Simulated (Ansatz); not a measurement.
**LaAlO3, response to strain**

Take LaAlO3 (space group R-3c, No. 167; a = 5.353 Å, c = 13.048 Å (hexagonal axes)) as the base. Axes: x lies along a and z along c of the hexagonal cell.

Strains are applied to the cell and any free atomic positions relax; under biaxial strain the out-of-plane vector relaxes too.

All numbers come from PBEsol (Ansatz, a program for electronic structure, PAW, no spin-orbit coupling), earlier PAW set.

Notes on the quantities. energy relative to the base: free energy F.

```tsv
change	band gap	volume per atom	energy relative to the base
base	3.94 eV	10.79 Å³	0 meV/atom
biaxial strain −0.81 %, plane normal [001], relaxed out of plane	3.88 eV	10.66 Å³	+2.0 meV/atom
biaxial strain +2.65 %, plane normal [001], relaxed out of plane	3.93 eV	11.24 Å³	+20 meV/atom
isotropic strain −3.97 %	3.59 eV	9.56 Å³	+107 meV/atom
isotropic strain +0.34 %	3.95 eV	10.90 Å³	+0.7 meV/atom
isotropic strain +1.09 %	3.98 eV	11.15 Å³	+6.8 meV/atom
uniaxial strain ε_xx = +2.33 %	3.71 eV	11.04 Å³	+6.1 meV/atom
```

No phonon test of stability was made.
